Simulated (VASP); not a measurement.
# WS2 in VASP: a series of runs, part 2 of 2

VASP 6.6.1.

### 3 Band structure, PBE

Input file INCAR:

```
SYSTEM = WS2
  PREC = Accurate
  ENCUT = 520
  EDIFF = 1E-7
  ISMEAR = -1
  SIGMA = 0.05
  LREAL = .FALSE.
  LASPH = .TRUE.
  NELM = 60
  ALGO = Normal
  ISIF = 2
  LWAVE = .FALSE.
  LCHARG = .FALSE.
  LMAXMIX = 4
  GGA = PE
  NBANDS = 35
```

Input file KPOINTS:

```
Automatic mesh
0
G
  7 7 2
  0 0 0
```

Input file POSCAR:

```
WS2
1.0
    3.1832085602      0.0000000000      0.0000000000
   -1.5916042801      2.7567394786      0.0000000000
    0.0000000000      0.0000000000     23.6687632500
W S
2 4
Direct
    0.6666666667      0.3333333333      0.3626824600
    0.3333333333      0.6666666667      0.6373175400
    0.6666666667      0.3333333333      0.7031838900
    0.3333333333      0.6666666667      0.4285581700
    0.6666666667      0.3333333333      0.5714418300
    0.3333333333      0.6666666667      0.2968161100
```

Input file KPOINTS_OPT:

```
path GMKGALHA,LM,KH
20
line-mode
reciprocal
 0.0000000000  0.0000000000  0.0000000000  G
 0.5000000000  0.0000000000  0.0000000000  M

 0.5000000000  0.0000000000  0.0000000000  M
 0.3333333333  0.3333333333  0.0000000000  K

 0.3333333333  0.3333333333  0.0000000000  K
 0.0000000000  0.0000000000  0.0000000000  G

 0.0000000000  0.0000000000  0.0000000000  G
 0.0000000000  0.0000000000  0.5000000000  A

 0.0000000000  0.0000000000  0.5000000000  A
 0.5000000000  0.0000000000  0.5000000000  L

 0.5000000000  0.0000000000  0.5000000000  L
 0.3333333333  0.3333333333  0.5000000000  H

 0.3333333333  0.3333333333  0.5000000000  H
 0.0000000000  0.0000000000  0.5000000000  A

 0.5000000000  0.0000000000  0.5000000000  L
 0.5000000000  0.0000000000  0.0000000000  M

 0.3333333333  0.3333333333  0.0000000000  K
 0.3333333333  0.3333333333  0.5000000000  H
```

Potentials or basis: VASP PAW PBE potentials, release 64 (W_sv, S).

Command:

```bash
cat potpaw_PBE.64/W_sv/POTCAR potpaw_PBE.64/S/POTCAR > POTCAR
mpirun -np 1 vasp_std > vasp.out
```

OUTCAR:

```text
SYSTEM = WS2
   PREC = Accurate
   ENCUT = 520
   EDIFF = 1E-7
   ISMEAR = -1
   LREAL = .FALSE.
   LASPH = .TRUE.
   NELM = 60
   ISIF = 2
   GGA = PE

 ion  position               nearest neighbor table
   1  0.667  0.333  0.363-   6 2.41   6 2.41   6 2.41   4 2.41   4 2.41   4 2.41
   2  0.333  0.667  0.637-   3 2.41   3 2.41   3 2.41   5 2.41   5 2.41   5 2.41
   3  0.667  0.333  0.703-   2 2.41   2 2.41   2 2.41
   4  0.333  0.667  0.429-   1 2.41   1 2.41   1 2.41
   5  0.667  0.333  0.571-   2 2.41   2 2.41   2 2.41
   6  0.333  0.667  0.297-   1 2.41   1 2.41   1 2.41

  LATTYP: Found a hexagonal cell.
 ALAT       =     3.1832085602
 C/A-ratio  =     7.4355050266

  Lattice vectors:

 A1 = (   3.1832085602,   0.0000000000,   0.0000000000)
 A2 = (  -1.5916042801,   2.7567394786,   0.0000000000)
 A3 = (   0.0000000000,   0.0000000000,  23.6687632500)

Analysis of symmetry for initial positions (statically):
=====================================================================
 Subroutine PRICEL returns:
[... 174 lines left out ...]
 cond. band min:       2.6968840924   @ k =   0.1429   0.1429   0.0000
 fundamental gap:      1.6594637313
 Fermi energy:         1.8206336768

 k-point     1 :       0.0000    0.0000    0.0000
  band No.  band energies     occupation
      1     -73.2890      2.00000
      2     -73.2890      2.00000
      3     -37.5256      2.00000
      4     -37.5256      2.00000
      5     -37.3817      2.00000
      6     -37.3817      2.00000
[... 597 lines left out ...]
     34       6.1905      0.00000
     35       7.3457      0.00000

------------------------ aborting loop because EDIFF is reached ----------------------------------------

  FORCE on cell =-STRESS in cart. coord.  units (eV):
  Direction    XX          YY          ZZ          XY          YZ          ZX
  --------------------------------------------------------------------------------------
  -------------------------------------------------------------------------------------
  Total        0.9005419      0.9005419      1.8766318      0.0000000      0.0000000      0.0000000
  in kB        6.9466931      6.9466931     14.4761564      0.0000000      0.0000000      0.0000000
  external PRESSURE =       9.4565142 kB  Pullay stress =       0.0000000 kB

 VOLUME and BASIS-vectors are now :
 -----------------------------------------------------------------------------
  energy-cutoff  :      520.00
  volume of cell :      207.70
      direct lattice vectors                 reciprocal lattice vectors
     3.183208560  0.000000000  0.000000000     0.314148439  0.181373686  0.000000000
    -1.591604280  2.756739479  0.000000000     0.000000000  0.362747372  0.000000000
     0.000000000  0.000000000 23.668763250     0.000000000  0.000000000  0.042249778

 POSITION                                       TOTAL-FORCE (eV/Angst)
 -----------------------------------------------------------------------------------
      1.59160      0.91891      8.58425        -0.000000      0.000000     -0.012298
     -0.00000      1.83783     15.08452         0.000000     -0.000000      0.012298
      1.59160      0.91891     16.64349         0.000000     -0.000000      0.272554
     -0.00000      1.83783     10.14344        -0.000000     -0.000000      0.227142
      1.59160      0.91891     13.52532         0.000000      0.000000     -0.227142
     -0.00000      1.83783      7.02527         0.000000     -0.000000     -0.272554
 -----------------------------------------------------------------------------------
    total drift:                                0.000000     -0.000000      0.000000

  FREE ENERGIE OF THE ION-ELECTRON SYSTEM (eV)
  ---------------------------------------------------
  free  energy   TOTEN  =       -47.3336488788 eV

  energy  without entropy=      -47.3336488674  energy(sigma->0) =      -47.33364887
```

Run time: 5.4 min. Hardware: 1 thread of Intel Xeon 6975P-C (Granite Rapids), shared host; peak memory 0.41 GiB.

What came out:

| Item | Value |
| --- | --- |
| Free energy | -47.3336 eV |
| Largest force | 0.273 eV/Å |
| Band gap on the k mesh | 1.66 eV, indirect (least direct gap 2.41 eV) |
| Band gap along the path | 1.48 eV, indirect (least direct gap 1.77 eV) |

Forces in eV/Å, atoms in the order of the input:
```
W    0.000  0.000 -0.012
W    0.000  0.000  0.012
S    0.000  0.000  0.273
S    0.000  0.000  0.227
S    0.000  0.000 -0.227
S    0.000  0.000 -0.273
```

Levels at the corners of the path, in eV from the valence-band top:
| point | band 24 | band 25 | band 26 | band 27 | band 28 | band 29 |
| --- | --- | --- | --- | --- | --- | --- |
| Γ | -1.97 | -0.48 | 0.00 | 2.58 | 2.58 | 2.58 |
| M | -1.59 | -1.27 | -1.22 | 2.53 | 2.54 | 2.96 |
| M | -1.59 | -1.27 | -1.22 | 2.53 | 2.54 | 2.96 |
| K | -2.67 | -0.35 | -0.29 | 1.48 | 1.48 | 2.87 |
| K | -2.67 | -0.35 | -0.29 | 1.48 | 1.48 | 2.87 |
| Γ | -1.97 | -0.48 | 0.00 | 2.58 | 2.58 | 2.58 |
| Γ | -1.97 | -0.48 | 0.00 | 2.58 | 2.58 | 2.58 |
| A | -1.97 | -0.48 | 0.00 | 2.58 | 2.58 | 2.58 |
| A | -1.97 | -0.48 | 0.00 | 2.58 | 2.58 | 2.58 |
| L | -1.59 | -1.27 | -1.22 | 2.53 | 2.54 | 2.96 |
| L | -1.59 | -1.27 | -1.22 | 2.53 | 2.54 | 2.96 |
| H | -2.67 | -0.35 | -0.29 | 1.48 | 1.48 | 2.87 |
| H | -2.67 | -0.35 | -0.29 | 1.48 | 1.48 | 2.87 |
| A | -1.97 | -0.48 | 0.00 | 2.58 | 2.58 | 2.58 |
| L | -1.59 | -1.27 | -1.22 | 2.53 | 2.54 | 2.96 |
| M | -1.59 | -1.27 | -1.22 | 2.53 | 2.54 | 2.96 |
| K | -2.67 | -0.35 | -0.29 | 1.48 | 1.48 | 2.87 |
| H | -2.67 | -0.35 | -0.29 | 1.48 | 1.48 | 2.87 |

Caveat: spin-orbit coupling is left out, which moves the levels of the heavy elements. A hybrid or GW would open this gap; PBE tends to underestimate it.

### 4 Band structure, PBEsol

Edit INCAR of step 3 so:

```diff
@@ -14,3 +14,3 @@
   LMAXMIX = 4
-  GGA = PE
+  GGA = PS
   NBANDS = 35
```

KPOINTS is that of step 3.

POSCAR is that of step 3.

KPOINTS_OPT is that of step 3.

Potentials or basis: VASP PAW PBE potentials, release 64 (W_sv, S).

Command:

```bash
cat potpaw_PBE.64/W_sv/POTCAR potpaw_PBE.64/S/POTCAR > POTCAR
mpirun -np 1 vasp_std > vasp.out
```

OUTCAR:

```text
SYSTEM = WS2
   PREC = Accurate
   ENCUT = 520
   EDIFF = 1E-7
   ISMEAR = -1
   LREAL = .FALSE.
   LASPH = .TRUE.
   NELM = 60
   ISIF = 2
   GGA = PS

 ion  position               nearest neighbor table
   1  0.667  0.333  0.363-   6 2.41   6 2.41   6 2.41   4 2.41   4 2.41   4 2.41
   2  0.333  0.667  0.637-   3 2.41   3 2.41   3 2.41   5 2.41   5 2.41   5 2.41
   3  0.667  0.333  0.703-   2 2.41   2 2.41   2 2.41
   4  0.333  0.667  0.429-   1 2.41   1 2.41   1 2.41
   5  0.667  0.333  0.571-   2 2.41   2 2.41   2 2.41
   6  0.333  0.667  0.297-   1 2.41   1 2.41   1 2.41

  LATTYP: Found a hexagonal cell.
 ALAT       =     3.1832085602
 C/A-ratio  =     7.4355050266

  Lattice vectors:

 A1 = (   3.1832085602,   0.0000000000,   0.0000000000)
 A2 = (  -1.5916042801,   2.7567394786,   0.0000000000)
 A3 = (   0.0000000000,   0.0000000000,  23.6687632500)

Analysis of symmetry for initial positions (statically):
=====================================================================
 Subroutine PRICEL returns:
 Original cell was already a primitive cell.

 Routine SETGRP: Setting up the symmetry group for a
 hexagonal supercell.

 Subroutine GETGRP returns: Found 12 space group operations
 (whereof 12 operations were pure point group operations)
 out of a pool of 24 trial point group operations.

The static configuration has the point symmetry D_3d.

Analysis of symmetry for dynamics (positions and initial velocities):
=====================================================================
 Subroutine PRICEL returns:
 Original cell was already a primitive cell.

 Routine SETGRP: Setting up the symmetry group for a
 hexagonal supercell.

 Subroutine GETGRP returns: Found 12 space group operations
 (whereof 12 operations were pure point group operations)
 out of a pool of 24 trial point group operations.

The dynamic configuration has the point symmetry D_3d.

 Subroutine INISYM returns: Found 12 space group operations
 (whereof 12 operations are pure point group operations),
 and found     1 'primitive' translations

----------------------------------------------------------------------------------------

                                     Primitive cell

  volume of cell :     207.6999

  direct lattice vectors                    reciprocal lattice vectors
     3.183208560  0.000000000  0.000000000     0.314148439  0.181373686  0.000000000
    -1.591604280  2.756739479  0.000000000     0.000000000  0.362747372  0.000000000
     0.000000000  0.000000000 23.668763250     0.000000000  0.000000000  0.042249778

  length of vectors
     3.183208560  3.183208560 23.668763250     0.362747372  0.362747372  0.042249778

  position of ions in fractional coordinates (direct lattice)
     0.666666667  0.333333333  0.362682460
     0.333333333  0.666666667  0.637317540
     0.666666667  0.333333333  0.703183890
     0.333333333  0.666666667  0.428558170
     0.666666667  0.333333333  0.571441830
     0.333333333  0.666666667  0.296816110

  ion indices of the primitive-cell ions
[... 30 lines left out ...]
 ===========================================

 Found     16 irreducible k-points:

 Following reciprocal coordinates:
            Coordinates               Weight
  0.000000  0.000000  0.000000      1.000000
  0.142857  0.000000  0.000000      6.000000
  0.285714  0.000000  0.000000      6.000000
  0.428571  0.000000  0.000000      6.000000
  0.142857  0.142857  0.000000      6.000000
  0.285714  0.142857  0.000000     12.000000
[... 8 lines left out ...]
  0.428571  0.142857  0.500000      6.000000
  0.285714  0.285714  0.500000      6.000000
   k-points           NKPTS =     16   k-points in BZ     NKDIM =     16   number of bands    NBANDS=     35
   number of dos      NEDOS =    301   number of ions     NIONS =      6
   total plane-waves  NPLWV = 103680
   dimension x,y,z NGX =    24 NGY =   24 NGZ =  180
   dimension x,y,z NGXF=    48 NGYF=   48 NGZF=  360
   ions per type =               2   4
   NGX,Y,Z   is equivalent  to a cutoff of  12.53, 12.53, 12.64 a.u.
   NGXF,Y,Z  is equivalent  to a cutoff of  25.07, 25.07, 25.29 a.u.
 SYSTEM =  WS2
   PREC   = accura    normal or accurate (medium, high low for compatibility)
   ISTART =      0    job   : 0-new  1-cont  2-samecut
   ICHARG =      2    charge: 1-file 2-atom 10-const
   ISPIN  =      1    spin polarized calculation?
   LNONCOLLINEAR =      F non collinear calculations
   LSORBIT =      F    spin-orbit coupling
   LASPH  =      T    aspherical Exc in radial PAW
   ENCUT  =  520.0 eV  38.22 Ry    6.18 a.u.   5.92  5.92 44.01*2*pi/ulx,y,z
   NELM   =     60;   NELMIN=  2; NELMDL= -5     # of ELM steps
   EDIFF  = 0.1E-06   stopping-criterion for ELM
   LREAL  =      F    real-space projection
   EDIFFG = 0.1E-05   stopping-criterion for IOM
   NSW    =      0    number of steps for IOM
   IBRION =     -1    ionic relax: 0-MD 1-quasi-New 2-CG
   NFREE  =      0    steps in history (QN), initial steepest desc. (CG)
   ISIF   =      2    stress and relaxation
   ISYM   =      2    0-nonsym 1-usesym 2-fastsym
   POTIM  = 0.5000    time-step for ionic-motion
   TEBEG  =    0.0;   TEEND  =   0.0 temperature during run
   PSTRESS=    0.0 pullay stress
   NELECT =      52.0000    total number of electrons
   NUPDOWN=      -1.0000    fix difference up-down
   EMIN   =  10.00;   EMAX   =-10.00  energy-range for DOS
   EFERMI =   0.00;   METHOD = LEGACY
   ISMEAR =    -1;   SIGMA  =   0.05  broadening in eV -4-tet -1-fermi 0-gaus
   EFERMI_NEDOS =   21; number of points for ismear=-14 and -15
   IALGO  =     38    algorithm
   IMIX   =      4    mixing-type and parameters
     AMIX     =   0.40;   BMIX     =  1.00
     AMIX_MAG =   1.60;   BMIX_MAG =  1.00
  volume/ion in A,a.u.               =      34.62       233.60
  Fermi-wavevector in a.u.,A,eV,Ry     =   1.031804  1.949827 14.485024  1.064619
  Thomas-Fermi vector in A             =   2.165970
   LORBIT       =      0    0 simple, 1 ext, 2 COOP (PROOUT), +10 PAW based schemes
   GGA     = PS    functional components
   LHFCALC =     F    Hartree Fock is set to
   AEXX    =    0.0000 exact exchange contribution
   IVDW    =     0    specifies the selected vdW correction
   LEPSILON=     F    determine dielectric tensor
   LRPA    =     F    only Hartree local field effects (RPA)
 non-spin polarized calculation
  energy-cutoff  :      520.00
  volume of cell :      207.70
 maximum number of plane-waves:      5636
 NGX is ok and might be reduce to    24
   NGX = 11   NGY = 11   NGZ = 89

 number of electron      52.0000000 magnetization

 Free energy of the ion-electron system (eV)
  ---------------------------------------------------
  ext. energy  EPLUGINS =         0.00000000
  ---------------------------------------------------
  free energy    TOTEN  =       -50.49854175 eV

  energy without entropy =      -50.49854174  energy(sigma->0) =      -50.49854175

 E-fermi :   1.7436     XC(G=0):  -6.1818

 val. band max:        0.9708710923   @ k =   0.0000   0.0000   0.0000
 cond. band min:       2.6094132602   @ k =   0.1429   0.1429   0.0000
 fundamental gap:      1.6385421679
 Fermi energy:         1.7435776326

 k-point     1 :       0.0000    0.0000    0.0000
  band No.  band energies     occupation
      1     -73.3034      2.00000
      2     -73.3034      2.00000
      3     -37.5487      2.00000
      4     -37.5487      2.00000
      5     -37.3974      2.00000
      6     -37.3974      2.00000
[... 597 lines left out ...]
     34       6.1142      0.00000
     35       7.2355      0.00000

------------------------ aborting loop because EDIFF is reached ----------------------------------------

  FORCE on cell =-STRESS in cart. coord.  units (eV):
  Direction    XX          YY          ZZ          XY          YZ          ZX
  --------------------------------------------------------------------------------------
  -------------------------------------------------------------------------------------
  Total       -2.4845533     -2.4845533     -0.6895050     -0.0000000      0.0000000      0.0000000
  in kB      -19.1656040    -19.1656039     -5.3187751     -0.0000000      0.0000000      0.0000000
  external PRESSURE =     -14.5499943 kB  Pullay stress =       0.0000000 kB

 VOLUME and BASIS-vectors are now :
 -----------------------------------------------------------------------------
  energy-cutoff  :      520.00
  volume of cell :      207.70
      direct lattice vectors                 reciprocal lattice vectors
     3.183208560  0.000000000  0.000000000     0.314148439  0.181373686  0.000000000
    -1.591604280  2.756739479  0.000000000     0.000000000  0.362747372  0.000000000
     0.000000000  0.000000000 23.668763250     0.000000000  0.000000000  0.042249778

 POSITION                                       TOTAL-FORCE (eV/Angst)
 -----------------------------------------------------------------------------------
      1.59160      0.91891      8.58425        -0.000000     -0.000000     -0.006980
     -0.00000      1.83783     15.08452         0.000000      0.000000      0.006980
      1.59160      0.91891     16.64349        -0.000000      0.000000     -0.095261
     -0.00000      1.83783     10.14344         0.000000      0.000000     -0.070343
      1.59160      0.91891     13.52532         0.000000     -0.000000      0.070343
     -0.00000      1.83783      7.02527         0.000000     -0.000000      0.095261
 -----------------------------------------------------------------------------------
    total drift:                                0.000000     -0.000000      0.000000

  FREE ENERGIE OF THE ION-ELECTRON SYSTEM (eV)
  ---------------------------------------------------
  free  energy   TOTEN  =       -50.4985417531 eV

  energy  without entropy=      -50.4985417392  energy(sigma->0) =      -50.49854175
```

Run time: 5.4 min. Hardware: 1 thread of Intel Xeon 6975P-C (Granite Rapids), shared host; peak memory 0.41 GiB.

Results:

| Property | Result |
| --- | --- |
| Free energy | -50.4985 eV |
| Largest force | 0.095 eV/Å |
| Band gap on the k mesh | 1.64 eV, indirect (least direct gap 2.40 eV) |
| Band gap along the path | 1.46 eV, indirect (least direct gap 1.76 eV) |

Forces on the atoms (eV/Å):
```
W    0.000  0.000 -0.007
W    0.000  0.000  0.007
S    0.000  0.000 -0.095
S    0.000  0.000 -0.070
S    0.000  0.000  0.070
S    0.000  0.000  0.095
```

Levels at the corners of the path, in eV from the valence-band top:
```csv
point,band 24,band 25,band 26,band 27,band 28,band 29
Γ,-1.96,-0.49,0.00,2.58,2.58,2.58
M,-1.57,-1.28,-1.23,2.52,2.53,2.94
M,-1.57,-1.28,-1.23,2.52,2.53,2.94
K,-2.65,-0.36,-0.30,1.46,1.46,2.83
K,-2.65,-0.36,-0.30,1.46,1.46,2.83
Γ,-1.96,-0.49,0.00,2.58,2.58,2.58
Γ,-1.96,-0.49,0.00,2.58,2.58,2.58
A,-1.96,-0.49,0.00,2.58,2.58,2.58
A,-1.96,-0.49,0.00,2.58,2.58,2.58
L,-1.57,-1.28,-1.23,2.52,2.53,2.94
L,-1.57,-1.28,-1.23,2.52,2.53,2.94
H,-2.65,-0.36,-0.30,1.46,1.46,2.83
H,-2.65,-0.36,-0.30,1.46,1.46,2.83
A,-1.96,-0.49,0.00,2.58,2.58,2.58
L,-1.57,-1.28,-1.23,2.52,2.53,2.94
M,-1.57,-1.28,-1.23,2.52,2.53,2.94
K,-2.65,-0.36,-0.30,1.46,1.46,2.83
H,-2.65,-0.36,-0.30,1.46,1.46,2.83
```

Caveat: the PAW data sets were made with another functional, which shifts forces and pressure a little; spin-orbit coupling is left out, which moves the levels of the heavy elements.

### 5 For comparison

An earlier run on the cell as given: functional PBE; potentials or basis VASP PAW PBE potentials, release 64 (W_sv, S); cutoff 520 eV; k mesh 10 × 10 × 2; occupations fermi-dirac, width 0.05 eV; no spin polarisation.

* Largest force: 0.274 eV/Å
* Band gap on the k mesh: 1.68 eV, indirect (least direct gap 2.13 eV)

### 6 Overview

```tsv
task	level	potentials or basis	k mesh	gap on the mesh (eV)	largest force (eV/Å)
band structure	LDA	VASP PAW LDA potentials, release 64 (W_sv, S)	7 × 7 × 2	1.60	0.35
band structure	PBE	VASP PAW PBE potentials, release 64 (W_sv, S)	7 × 7 × 2	1.66	0.27
band structure	PBEsol	VASP PAW PBE potentials, release 64 (W_sv, S)	7 × 7 × 2	1.64	0.10
single point	PBE	VASP PAW PBE potentials, release 64 (W_sv, S)	10 × 10 × 2	1.68	0.27
```

Alike in all rows: no spin polarisation; cell as given; cutoff (eV) 520; smearing fermi-dirac 0.05 eV.

Caveats: spin-orbit coupling is left out, which moves the levels of the heavy elements; the PAW data sets were made with another functional, which shifts forces and pressure a little (some runs).

Total energies depend on the potentials used, so only differences within one code and one set of settings carry meaning.
